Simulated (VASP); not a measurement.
A run of VASP 6.6.1:

Contents of INCAR:

```
PREC = Accurate
ENCUT = 520
EDIFF = 1E-7
ISMEAR = 0
SIGMA = 0.02
LREAL = F
LASPH = T
NELM = 60
ALGO = Normal
ISIF = 3
LWAVE = F
LCHARG = F
GGA = PS
IBRION = 2
NSW = 80
EDIFFG = -0.002
PSTRESS = 133.0
```

KPOINTS

```
regular mesh
0
Gamma
  4 4 4
```

The input POSCAR:

```
Ge
1.0
   -2.5744897200      2.5744897200      1.3974126400
    2.5744897200     -2.5744897200      1.3974126400
    2.5744897200      2.5744897200     -1.3974126400
Ge
2
Direct
    0.2500000000      0.7500000000      0.5000000000
    0.5000000000      0.5000000000      0.0000000000
```

Potentials or basis: VASP PAW PBE potentials, release 64 (Ge_d).

Launch:

```sh
$ cat potpaw_PBE.64/Ge_d/POTCAR > POTCAR
$ mpirun -np 1 vasp_std > vasp.out
```

Hardware: 1 thread of Intel(R) Xeon(R) Platinum 8488C (Sapphire Rapids), on a shared host.

Problem. Estimate the wall time of this run.

Solution. Run time: 49 s on 1 thread of Intel(R) Xeon(R) Platinum 8488C (Sapphire Rapids) (shared host), peak memory 0.17 GiB. Counts: scf iterations 66, k points 13, ion steps 8.
